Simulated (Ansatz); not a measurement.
Mg under changes of volume

One of the cells (23.237 Å³/atom); the others are scaled copies at fixed shape and fractional positions:

```
Mg
1.0
     3.20930    0.00000    0.00000
    -1.60465    2.77934    0.00000
     0.00000    0.00000    5.21030
Mg
2
Direct
  0.66667 0.33333 0.75000
  0.33333 0.66667 0.25000
```

| Property | Result |
| --- | --- |
| Program | Ansatz 0.2.0 |
| Functional | PBEsol |
| Potentials or basis | all-electron LAPW, scalar-relativistic |
| Cutoff | 116 eV (chosen from the basis error) |
| Basis error allowed | 0.0005 eV/atom |
| k mesh | 10 × 10 × 5 |
| Occupations | fermi-dirac, width 0.05 eV |
| Spin | no spin polarisation |

```tsv
volume (Å³/atom)	energy over the lowest point (meV/atom)	pressure (GPa)
21.843	2.23	1.2
22.308	0.00	0.4
22.772	?	?
23.237	2.23	-1.1
23.702	6.26	-1.7
24.167	11.99	-2.2
24.631	19.22	-2.7
```

Task: What does the run at 22.772 Å³/atom give?

Result: Energy over the lowest point 0.08 meV/atom; pressure -0.4 GPa.

Worked out: A Birch-Murnaghan fit of order 3 (a polynomial in V^(-2/3)) to the other rows has its minimum at 22.52 Å³/atom with B0 = V·E''(V) = 37 GPa and B' = 4.0 at fixed shape and positions, which overstates the stiffness. It gives 0.07 meV/atom at 22.772 Å³/atom, against the run's 0.08, and -dE/dV = -0.4 GPa, against -0.4.

Energies are extrapolated to zero smearing.
